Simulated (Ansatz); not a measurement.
# SiO2: the cost of one run

All numbers below are computed with Ansatz 0.2.0 (DFT PBE, plane waves, PAW, scalar-relativistic, no spin polarisation).

## Step 1: The starting structure

The cell holds 24 atoms (O16Si8): a = 5.913 Å, b = 5.332 Å, c = 15.768 Å, α = 90.00°, β = 90.00°, γ = 90.00°.

The coordinates stand in the first input below.

## Step 2: Preparing the start

input.yaml reads:

```yaml
crystal:
  lattice:
    - [5.91311, 0.0, 0.0]
    - [0.0, 5.3324, 0.0]
    - [0.0, 0.0, 15.76774]
  atoms:
    - { symbol: Si, position: [0.0, 0.0, 0.0634206] }
    - { symbol: Si, position: [0.5, 0.25, 0.0634206] }
    - { symbol: O, position: [0.0, 0.0, 0.1782872] }
    - { symbol: O, position: [0.1937, 0.25, 0.0634206] }
    - { symbol: O, position: [0.5, 0.0, 0.1360607] }
    - { symbol: O, position: [0.8063, 0.25, 0.0634206] }
    - { symbol: Si, position: [0.5, 0.0, 0.2509272] }
    - { symbol: Si, position: [1.0, 0.25, 0.2509272] }
    - { symbol: O, position: [0.5, 0.0, 0.3657937] }
    - { symbol: O, position: [0.6937, 0.25, 0.2509272] }
    - { symbol: O, position: [0.0, 0.0, 0.3235672] }
    - { symbol: O, position: [0.3063, 0.25, 0.2509272] }
    - { symbol: Si, position: [0.0, 0.5, 0.0634206] }
    - { symbol: Si, position: [0.5, 0.75, 0.0634206] }
    - { symbol: O, position: [0.0, 0.5, 0.1782872] }
    - { symbol: O, position: [0.1937, 0.75, 0.0634206] }
    - { symbol: O, position: [0.5, 0.5, 0.1360607] }
    - { symbol: O, position: [0.8063, 0.75, 0.0634206] }
    - { symbol: Si, position: [0.5, 0.5, 0.2509272] }
    - { symbol: Si, position: [1.0, 0.75, 0.2509272] }
    - { symbol: O, position: [0.5, 0.5, 0.3657937] }
    - { symbol: O, position: [0.6937, 0.75, 0.2509272] }
    - { symbol: O, position: [0.0, 0.5, 0.3235672] }
    - { symbol: O, position: [0.3063, 0.75, 0.2509272] }
basis:
  ecutwfc: 420.0
kpoints:
  mp_grid: { grid: [2, 2, 1] }
hamiltonian:
  xc: pbe
  pseudopotentials: { kind: paw, azcp: { folder: soft_1 } }
scf:
  occupations: { method: fermi_dirac, width: 0.05 }
  lower_state_search: "off"
relax:
  f_tol: 0.08
  max_steps: 25
  adjacent_minimum: "off"
  constraints: [{ sites: [0, 1, 3, 5, 12, 13, 15, 17] }]
```

On the command line:

```console
$ ansatz run input.yaml --threads 1 --pin off --max-ram 3072MiB --backend cpu --events-out ev --progress --plain --runs-dir out
```

Q: Estimate wall time and peak memory on 1 thread of Arm Neoverse V1, shared host.

About 98 s, with a peak of 0.64 GiB.
